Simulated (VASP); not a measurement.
# GaSb (F-43m) in VASP: further runs

The runs below take GaSb through relaxation of cell and atoms, with PBE, LDA.

All numbers are computed with VASP 6.6.1; they aren't measurements. Logs are shortened: lines on timing, memory, paths and dates and some standing lists are left out, and cuts for length are marked.

## 1. The structure

The structure is cubic, space group F-43m (No. 216). Conventional cell: a = 6.217 Å, b = 6.217 Å, c = 6.217 Å, α = 90.00°, β = 90.00°, γ = 90.00°. Around Ga (site symmetry -43m) lie 4 Sb at 2.69 Å. Sb (site symmetry -43m) has 4 Ga at 2.69 Å as nearest neighbours.

## 2. Relaxation of cell and atoms, PBE

INCAR

```
SYSTEM = GaSb
ALGO     = Normal         ! electronic algorithm
EDIFF    = 1E-7           ! SCF threshold, eV
EDIFFG   = -0.005         ! ionic threshold
ENCUT    = 600            ! plane-wave cutoff, eV
GGA      = PE             ! functional
IBRION   = 2              ! ionic algorithm
ISIF     = 3              ! what is computed and relaxed
ISMEAR   = 0              ! smearing method
LASPH    = .True.         ! aspherical terms in the spheres
LCHARG   = .False.        ! write CHGCAR
LREAL    = .False.        ! projectors in reciprocal space
LWAVE    = .False.        ! write WAVECAR
NELM     = 80             ! most SCF steps
NSW      = 90             ! ionic steps
PREC     = Accurate       ! precision mode
SIGMA    = 0.03           ! smearing width, eV
```

KPOINTS

```
k-points
0
Gamma
  10 10 10
  0 0 0
```

POSCAR

```
GaSb                                    
1.0
    0.0000000000      3.1084296422      3.1084296422
    3.1084296422      0.0000000000      3.1084296422
    3.1084296422      3.1084296422      0.0000000000
  Ga              Sb            
     1     1
Direct
     0.0000000000000000    0.0000000000000000    0.0000000000000000
     0.2500000000000000    0.2500000000000000    0.2500000000000000
```

Potentials or basis: VASP PAW PBE potentials, release 64 (Ga_d, Sb).

Command:

```
$ cat potpaw_PBE.64/Ga_d/POTCAR potpaw_PBE.64/Sb/POTCAR > POTCAR
$ mpirun -np 1 vasp_std > vasp.out
```

OUTCAR:

```text
SYSTEM = GaSb
   EDIFF = 1E-7
   EDIFFG = -0.005
   ENCUT = 600
   GGA = PE
   IBRION = 2
   ISIF = 3
   ISMEAR = 0
   LASPH = .True.
   LREAL = .False.
   NELM = 80
   NSW = 90
   PREC = Accurate

 ion  position               nearest neighbor table
   1  0.000  0.000  0.000-   2 2.69   2 2.69   2 2.69   2 2.69
   2  0.250  0.250  0.250-   1 2.69   1 2.69   1 2.69   1 2.69

  LATTYP: Found a face centered cubic cell.
 ALAT       =     6.2168592844

  Lattice vectors:

 A1 = (   0.0000000000,   3.1084296422,   3.1084296422)
 A2 = (   3.1084296422,   0.0000000000,   3.1084296422)
 A3 = (   3.1084296422,   3.1084296422,   0.0000000000)

Analysis of symmetry for initial positions (statically):
=====================================================================
 Subroutine PRICEL returns:
 Original cell was already a primitive cell.

 Routine SETGRP: Setting up the symmetry group for a
 face centered cubic supercell.

 Subroutine GETGRP returns: Found 24 space group operations
 (whereof 24 operations were pure point group operations)
 out of a pool of 48 trial point group operations.

The static configuration has the point symmetry T_d .

Analysis of symmetry for dynamics (positions and initial velocities):
=====================================================================
 Subroutine PRICEL returns:
 Original cell was already a primitive cell.

 Routine SETGRP: Setting up the symmetry group for a
 face centered cubic supercell.

 Subroutine GETGRP returns: Found 24 space group operations
 (whereof 24 operations were pure point group operations)
 out of a pool of 48 trial point group operations.

The dynamic configuration has the point symmetry T_d .

 Subroutine INISYM returns: Found 24 space group operations
 (whereof 24 operations are pure point group operations),
 and found     1 'primitive' translations

----------------------------------------------------------------------------------------

                                     Primitive cell

  volume of cell :      60.0694

  direct lattice vectors                    reciprocal lattice vectors
     0.000000000  3.108429642  3.108429642    -0.160852925  0.160852925  0.160852925
     3.108429642  0.000000000  3.108429642     0.160852925 -0.160852925  0.160852925
     3.108429642  3.108429642  0.000000000     0.160852925  0.160852925 -0.160852925

  length of vectors
     4.395983358  4.395983358  4.395983358     0.278605439  0.278605439  0.278605439

  position of ions in fractional coordinates (direct lattice)
     0.000000000  0.000000000  0.000000000
     0.250000000  0.250000000  0.250000000

  ion indices of the primitive-cell ions
   primitive index   ion index
                 1           1
                 2           2

----------------------------------------------------------------------------------------

 KPOINTS: k-points

Automatic generation of k-mesh.
 Grid dimensions read from file:
 generate k-points for:   10   10   10

 Generating k-lattice:

  Cartesian coordinates                     Fractional coordinates (reciprocal lattice)
    -0.016085292  0.016085292  0.016085292     0.100000000  0.000000000  0.000000000
     0.016085292 -0.016085292  0.016085292     0.000000000  0.100000000  0.000000000
     0.016085292  0.016085292 -0.016085292     0.000000000  0.000000000  0.100000000

  Length of vectors
     0.027860544  0.027860544  0.027860544

  Shift w.r.t. Gamma in fractional coordinates (k-lattice)
     0.000000000  0.000000000  0.000000000

 Subroutine IBZKPT returns following result:
 ===========================================

 Found     47 irreducible k-points:

 Following reciprocal coordinates:
            Coordinates               Weight
  0.000000  0.000000  0.000000      1.000000
  0.100000  0.000000  0.000000      8.000000
  0.200000  0.000000  0.000000      8.000000
  0.300000  0.000000  0.000000      8.000000
  0.400000  0.000000  0.000000      8.000000
  0.500000  0.000000  0.000000      4.000000
[... 16 lines left out ...]
  0.300000  0.300000  0.000000      6.000000
  0.400000  0.300000  0.000000     24.000000
 [... further k-points ...]
   k-points           NKPTS =     47   k-points in BZ     NKDIM =     47   number of bands    NBANDS=     13
   number of dos      NEDOS =    301   number of ions     NIONS =      2
   total plane-waves  NPLWV =  46656
   dimension x,y,z NGX =    36 NGY =   36 NGZ =   36
   dimension x,y,z NGXF=    72 NGYF=   72 NGZF=   72
   ions per type =               1   1
   NGX,Y,Z   is equivalent  to a cutoff of  13.61, 13.61, 13.61 a.u.
   NGXF,Y,Z  is equivalent  to a cutoff of  27.23, 27.23, 27.23 a.u.
 SYSTEM =  GaSb
   PREC   = accura    normal or accurate (medium, high low for compatibility)
   ISTART =      0    job   : 0-new  1-cont  2-samecut
   ICHARG =      2    charge: 1-file 2-atom 10-const
   ISPIN  =      1    spin polarized calculation?
   LNONCOLLINEAR =      F non collinear calculations
   LSORBIT =      F    spin-orbit coupling
   LASPH  =      T    aspherical Exc in radial PAW
   ENCUT  =  600.0 eV  44.10 Ry    6.64 a.u.   8.78  8.78  8.78*2*pi/ulx,y,z
   NELM   =     80;   NELMIN=  2; NELMDL= -5     # of ELM steps
   EDIFF  = 0.1E-06   stopping-criterion for ELM
   LREAL  =      F    real-space projection
   EDIFFG = -.5E-02   stopping-criterion for IOM
   NSW    =     90    number of steps for IOM
   IBRION =      2    ionic relax: 0-MD 1-quasi-New 2-CG
   NFREE  =      1    steps in history (QN), initial steepest desc. (CG)
   ISIF   =      3    stress and relaxation
   ISYM   =      2    0-nonsym 1-usesym 2-fastsym
   POTIM  = 0.5000    time-step for ionic-motion
   TEBEG  =    0.0;   TEEND  =   0.0 temperature during run
   PSTRESS=    0.0 pullay stress
   NELECT =      18.0000    total number of electrons
   NUPDOWN=      -1.0000    fix difference up-down
   EMIN   =  10.00;   EMAX   =-10.00  energy-range for DOS
   EFERMI =   0.00;   METHOD = LEGACY
   ISMEAR =     0;   SIGMA  =   0.03  broadening in eV -4-tet -1-fermi 0-gaus
   EFERMI_NEDOS =   21; number of points for ismear=-14 and -15
   IALGO  =     38    algorithm
   IMIX   =      4    mixing-type and parameters
     AMIX     =   0.40;   BMIX     =  1.00
     AMIX_MAG =   1.60;   BMIX_MAG =  1.00
  volume/ion in A,a.u.               =      30.03       202.68
  Fermi-wavevector in a.u.,A,eV,Ry     =   1.095506  2.070206 16.328796  1.200133
  Thomas-Fermi vector in A             =   2.231830
   LORBIT       =      0    0 simple, 1 ext, 2 COOP (PROOUT), +10 PAW based schemes
   GGA     = PE    functional components
   LHFCALC =     F    Hartree Fock is set to
   AEXX    =    0.0000 exact exchange contribution
   IVDW    =     0    specifies the selected vdW correction
   LEPSILON=     F    determine dielectric tensor
   LRPA    =     F    only Hartree local field effects (RPA)
 conjugate gradient relaxation of ions
 non-spin polarized calculation
 Gauss-broadening in eV      SIGMA  =   0.03
  energy-cutoff  :      600.00
  volume of cell :       60.07
 maximum number of plane-waves:      2044
   NGX = 17   NGY = 17   NGZ = 17

 number of electron      17.9999991 magnetization

 Free energy of the ion-electron system (eV)
  ---------------------------------------------------
  ext. energy  EPLUGINS =         0.00000000
  ---------------------------------------------------
  free energy    TOTEN  =        -7.37144397 eV

  energy without entropy =       -7.37139769  energy(sigma->0) =       -7.37142083

 E-fermi :   4.3997     XC(G=0):  -8.8807

 val. band max:        4.3905859339   @ k =   0.0000   0.0000   0.0000
 cond. band min:       4.6982431498   @ k =   0.5000   0.0000   0.0000
 fundamental gap:      0.3076572159
 Fermi energy:         4.3997226383

 k-point     1 :       0.0000    0.0000    0.0000
  band No.  band energies     occupation
      1     -10.5558      2.00000
      2     -10.5558      2.00000
      3     -10.5558      2.00000
      4     -10.5131      2.00000
      5     -10.5131      2.00000
      6      -6.7617      2.00000
      7       4.0915      2.00000
      8       4.3906      1.33336
      9       4.3906      1.33332
     10       4.3906      1.33332
     11       7.1787      0.00000
     12       7.1788      0.00000
     13       7.1788      0.00000

 k-point     2 :       0.1000    0.0000    0.0000
  band No.  band energies     occupation
      1     -10.5580      2.00000
      2     -10.5548      2.00000
      3     -10.5548      2.00000
      4     -10.5132      2.00000
      5     -10.5132      2.00000
      6      -6.6650      2.00000
      7       2.7302      2.00000
      8       4.2329      2.00000
      9       4.2329      2.00000
     10       5.1821      0.00000
     11       7.3984      0.00000
     12       7.3984      0.00000
     13       7.5125      0.00000

 k-point     3 :       0.2000    0.0000    0.0000
  band No.  band energies     occupation
      1     -10.5637      2.00000
      2     -10.5523      2.00000
      3     -10.5523      2.00000
      4     -10.5133      2.00000
      5     -10.5133      2.00000
      6      -6.3841      2.00000
      7       1.1720      2.00000
      8       3.9042      2.00000
      9       3.9042      2.00000
     10       5.2031      0.00000
     11       7.8296      0.00000
     12       7.8296      0.00000
     13       8.6551      0.00000

 k-point     4 :       0.3000    0.0000    0.0000
  band No.  band energies     occupation
      1     -10.5706      2.00000
      2     -10.5495      2.00000
      3     -10.5495      2.00000
      4     -10.5133      2.00000
      5     -10.5133      2.00000
      6      -5.9565      2.00000
      7      -0.2344      2.00000
      8       3.5920      2.00000
      9       3.5920      2.00000
     10       4.9576      0.00000
     11       8.1043      0.00000
     12       8.1043      0.00000
     13      10.1509      0.00000

 k-point     5 :       0.4000    0.0000    0.0000
  band No.  band energies     occupation
      1     -10.5762      2.00000
      2     -10.5475      2.00000
      3     -10.5475      2.00000
      4     -10.5130      2.00000
      5     -10.5130      2.00000
      6      -5.4909      2.00000
      7      -1.3073      2.00000
      8       3.3837      2.00000
      9       3.3837      2.00000
     10       4.7661      0.00000
     11       8.1496      0.00000
     12       8.1496      0.00000
     13      10.9576      0.00000
[... 257 lines left out ...]
 k-point    22 :      -0.2000    0.2000    0.0000
  band No.  band energies     occupation
      1     -10.5734      2.00000
      2     -10.5484      2.00000
      3     -10.5469      2.00000
      4     -10.5146      2.00000
      5     -10.5129      2.00000
      6      -5.8039      2.00000
      7      -0.2281      2.00000
      8       1.9932      2.00000
      9       3.6415      2.00000
     10       6.2316      0.00000
     11       8.2845      0.00000
     12       8.4140      0.00000
     13       9.1566      0.00000

 k-point    23 :       0.3000    0.3000    0.0000
  band No.  band energies     occupation
      1     -10.5812      2.00000
      2     -10.5425      2.00000
      3     -10.5425      2.00000
      4     -10.5189      2.00000
      5     -10.5107      2.00000
      6      -5.6544      2.00000
      7      -0.3562      2.00000
      8       2.5397      2.00000
      9       2.5397      2.00000
     10       5.5001      0.00000
     11       6.7536      0.00000
     12      10.4825      0.00000
     13      10.4825      0.00000

 k-point    24 :       0.4000    0.3000    0.0000
  band No.  band energies     occupation
      1     -10.5855      2.00000
      2     -10.5403      2.00000
      3     -10.5399      2.00000
      4     -10.5198      2.00000
      5     -10.5104      2.00000
      6      -5.2595      2.00000
      7      -1.0837      2.00000
      8       2.0593      2.00000
      9       2.3514      2.00000
     10       5.6714      0.00000
     11       6.6894      0.00000
     12      10.4048      0.00000
     13      10.9097      0.00000

 [... further k-points ...]

------------------------ aborting loop because EDIFF is reached ----------------------------------------

  FORCE on cell =-STRESS in cart. coord.  units (eV):
  Direction    XX          YY          ZZ          XY          YZ          ZX
  --------------------------------------------------------------------------------------
  -------------------------------------------------------------------------------------
  Total       -0.0036454     -0.0036454     -0.0036454     -0.0000000     -0.0000000      0.0000000
  in kB       -0.0972317     -0.0972317     -0.0972317     -0.0000000     -0.0000000      0.0000000
  external PRESSURE =      -0.0972317 kB  Pullay stress =       0.0000000 kB

 VOLUME and BASIS-vectors are now :
 -----------------------------------------------------------------------------
  energy-cutoff  :      600.00
  volume of cell :       60.07
      direct lattice vectors                 reciprocal lattice vectors
     0.000000000  3.108429642  3.108429642    -0.160852925  0.160852925  0.160852925
     3.108429642  0.000000000  3.108429642     0.160852925 -0.160852925  0.160852925
     3.108429642  3.108429642  0.000000000     0.160852925  0.160852925 -0.160852925

 POSITION                                       TOTAL-FORCE (eV/Angst)
 -----------------------------------------------------------------------------------
      0.00000      0.00000      0.00000         0.000000      0.000000     -0.000000
      1.55421      1.55421      1.55421        -0.000000     -0.000000      0.000000
 -----------------------------------------------------------------------------------
    total drift:                                0.000001      0.000001      0.000001

  FREE ENERGIE OF THE ION-ELECTRON SYSTEM (eV)
  ---------------------------------------------------
  free  energy   TOTEN  =        -7.3714439654 eV

  energy  without entropy=       -7.3713976867  energy(sigma->0) =       -7.37142083

 reached required accuracy - stopping structural energy minimisation
```

It took 28 s on 1 thread of AMD EPYC 9R45 (Zen 5), shared host; peak memory 0.2 GiB.

What came out:

```yaml
Free_energy: -7.3714 eV
Pressure_after_relaxing: 0.0 GPa
Band_gap_on_the_k_mesh: none (metal or under the smearing width)
```

Final structure:
```
CELL_PARAMETERS angstrom
0.00000 3.10843 3.10843
3.10843 0.00000 3.10843
3.10843 3.10843 0.00000
ATOMIC_POSITIONS crystal
Ga 0.00000 0.00000 0.00000
Sb 0.25000 0.25000 0.25000
```

Caveat: the relaxation stopped at its first step, so nothing moved; this crystal is a semiconductor, whose small gap the functional closes, so the metal is an error of the method.

## 3. Relaxation of cell and atoms, LDA

This run uses another cell than the first one, of 28.62 Å³/atom, 0.953 times its volume.

INCAR

```
  PREC = Accurate
  ENCUT = 600
  EDIFF = 1E-6
  ISMEAR = 0
  SIGMA = 0.03
  LREAL = False
  LASPH = True
  NELM = 80
  ALGO = Normal
  ISIF = 3
  LWAVE = False
  LCHARG = False
  IBRION = 2
  NSW = 90
  EDIFFG = -0.01
```

KPOINTS

```
Automatic mesh
0
Gamma
  10 10 10
```

POSCAR

```
GaSb
1.0
    0.0000000000      3.0590000000      3.0590000000
    3.0590000000      0.0000000000      3.0590000000
    3.0590000000      3.0590000000      0.0000000000
Ga Sb
1 1
Direct
    0.0000000000      0.0000000000      0.0000000000
    0.2500000000      0.2500000000      0.2500000000
```

Potentials or basis: VASP PAW LDA potentials, release 64 (Ga_d, Sb).

Command:

```
$ cat potpaw_LDA.64/Ga_d/POTCAR potpaw_LDA.64/Sb/POTCAR > POTCAR
$ mpirun -np 1 vasp_std > vasp.out
```

Run time: 51 s. Hardware: 1 thread of AMD EPYC 9R14 (Zen 4), shared host; peak memory 0.17 GiB.

The run converged. Its results:

```yaml
Free_energy: -8.6724 eV
Relaxed_volume: 27.75 Å³/atom
Relaxed_cell: a = 4.282 Å, b = 4.282 Å, c = 4.282 Å, α = 60.00°, β = 60.00°, γ = 60.00°
Space_group_after_relaxing_to_0.05_Å: F-43m (No. 216)
Energy_gained_by_relaxing: 4.4 meV/atom
Ionic_steps: 3
Pressure_after_relaxing: 0.0 GPa
Band_gap_on_the_k_mesh: 0.10 eV, direct
```

Step by step:
| step | energy change (eV) | largest force (eV/Å) | pressure (GPa) | volume (Å³) |
| --- | --- | --- | --- | --- |
| 1 | 0.0000 | 0.0000 | -1.59 | 57.25 |
| 2 | -0.0078 | 0.0000 | 0.58 | 54.93 |
| 3 | -0.0088 | 0.0000 | -0.01 | 55.51 |

Final structure:
```
Ga Sb
1.0
     0.00000    3.02767    3.02767
     3.02767    0.00000    3.02767
     3.02767    3.02767    0.00000
Ga Sb
1 1
Direct
  0.00000 0.00000 0.00000
  0.25000 0.25000 0.25000
```

Levels at points of the mesh, in eV from the valence-band top:
| k point | band 5 | band 6 | band 7 | band 8 | band 9 | band 10 | band 11 | band 12 | band 13 |
| --- | --- | --- | --- | --- | --- | --- | --- | --- | --- |
| (0.00, 0.00, 0.00) | -15.16 | -11.74 | 0.00 | 0.00 | 0.00 | 0.10 | 2.74 | 2.74 | 2.74 |
| (0.50, 0.00, 0.00) | -15.16 | -10.03 | -6.56 | -1.20 | -1.20 | 0.36 | 3.71 | 3.71 | 6.29 |
| (0.50, 0.50, 0.00) | -15.15 | -9.16 | -6.99 | -2.69 | -2.69 | 0.80 | 1.11 | 8.78 | 8.78 |

Caveat: spin-orbit coupling is left out, which moves the levels of the heavy elements.

## 4. Relaxation of cell and atoms, LDA

This run uses another cell than the first one, of 27.75 Å³/atom, 0.924 times its volume.

INCAR, as its differences from that of step 3:

```diff
@@ -2,3 +2,3 @@
   ENCUT = 600
-  EDIFF = 1E-6
+  EDIFF = 1E-7
   ISMEAR = 0
@@ -14,2 +14,2 @@
   NSW = 90
-  EDIFFG = -0.01
+  EDIFFG = -0.005
```

KPOINTS is that of step 3.

POSCAR

```
GaSb                                    
1.0
    0.0000000000      3.0276660340      3.0276660340
    3.0276660340      0.0000000000      3.0276660340
    3.0276660340      3.0276660340      0.0000000000
  Ga              Sb            
     1     1
Direct
     0.0000000000000000    0.0000000000000000    0.0000000000000000
     0.2500000000000000    0.2500000000000000    0.2500000000000000
```

Command:

```
$ cat potpaw_LDA.64/Ga_d/POTCAR potpaw_LDA.64/Sb/POTCAR > POTCAR
$ mpirun -np 1 vasp_std > vasp.out
```

Run time: 23 s. Hardware: 1 thread of AMD EPYC 9R14 (Zen 4), shared host; peak memory 0.17 GiB.

Results (log left out):

- Free energy: -8.6722 eV
- Pressure after relaxing: 0.0 GPa
- Band gap on the k mesh: 0.10 eV, direct

Final structure:
```
Ga Sb
1.0
     0.00000    3.02767    3.02767
     3.02767    0.00000    3.02767
     3.02767    3.02767    0.00000
Ga Sb
1 1
Cartesian
  0.0000 0.0000 0.0000
  1.5138 1.5138 1.5138
```

Levels at points of the mesh, in eV from the valence-band top:
| k point | band 5 | band 6 | band 7 | band 8 | band 9 | band 10 | band 11 | band 12 | band 13 |
| --- | --- | --- | --- | --- | --- | --- | --- | --- | --- |
| (0.00, 0.00, 0.00) | -15.15 | -11.74 | 0.00 | 0.00 | 0.00 | 0.10 | 2.74 | 2.74 | 2.74 |
| (0.50, 0.00, 0.00) | -15.15 | -10.03 | -6.56 | -1.20 | -1.20 | 0.36 | 3.71 | 3.71 | 6.29 |
| (0.50, 0.50, 0.00) | -15.15 | -9.16 | -6.99 | -2.69 | -2.69 | 0.80 | 1.11 | 8.78 | 8.78 |

Caveat: the relaxation stopped at its first step, so nothing moved; spin-orbit coupling is left out, which moves the levels of the heavy elements.
